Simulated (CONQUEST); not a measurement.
SnO2 (Cassiterite) under changes of volume

One of the cells (11.922 Å³/atom); the others are scaled copies at fixed shape and fractional positions:

```
Sn O
1.0
     3.18650    0.00000    0.00000
     0.00000    4.73800    0.00000
     0.00000    0.00000    4.73800
Sn O
2 4
Direct
  0.50000 0.50000 0.50000
  0.00000 0.00000 0.00000
  0.50000 0.19290 0.19290
  0.00000 0.69290 0.30710
  0.50000 0.80710 0.80710
  0.00000 0.30710 0.69290
```

| Property | Result |
| --- | --- |
| Program | CONQUEST 1.3 |
| Functional | PBE |
| Potentials or basis | PseudoDojo NC PBE, DZP, grid of 36 × 60 × 60 points |
| k mesh | 8 × 6 × 6 |
| Occupations | fermi-dirac, width 0.05 eV |
| Spin | no spin polarisation |

```csv
volume (Å³/atom),energy over the lowest point (meV/atom),pressure (GPa),gap on the mesh (eV),largest force (eV/Å)
11.207,164.38,35.5,1.78,0.556
11.445,116.77,28.7,1.52,0.448
11.684,78.48,23.0,1.27,0.367
11.922,48.35,17.8,1.04,0.274
12.161,25.55,12.9,0.81,0.176
12.399,?,?,?,?
12.637,0.00,4.8,0.39,0.054
```

Q: What does the run at 12.399 Å³/atom give?

A: Energy over the lowest point 9.73 meV/atom; pressure 8.4 GPa; gap on the mesh 0.60 eV; largest force 0.107 eV/Å.

Worked out: A Birch-Murnaghan fit of order 3 (a polynomial in V^(-2/3)) to the other rows has its minimum at 12.95 Å³/atom, just outside them, with B0 = V·E''(V) = 178 GPa and B' = 4.3 at fixed shape and positions, which overstates the stiffness. It gives 9.75 meV/atom at 12.399 Å³/atom, against the run's 9.73, and -dE/dV = 8.6 GPa, against 8.4. A straight line through the other rows of the gap, of slope -11.6 eV per unit of ln V (its deformation potential), gives 0.59 eV, against the run's 0.60.

Energies are extrapolated to zero smearing.

Caveats: spin-orbit coupling is left out, which moves the levels of the heavy elements; the basis of atomic orbitals isn't converged, which shifts pressures, moduli and gaps.

A mesh can miss the band edges.
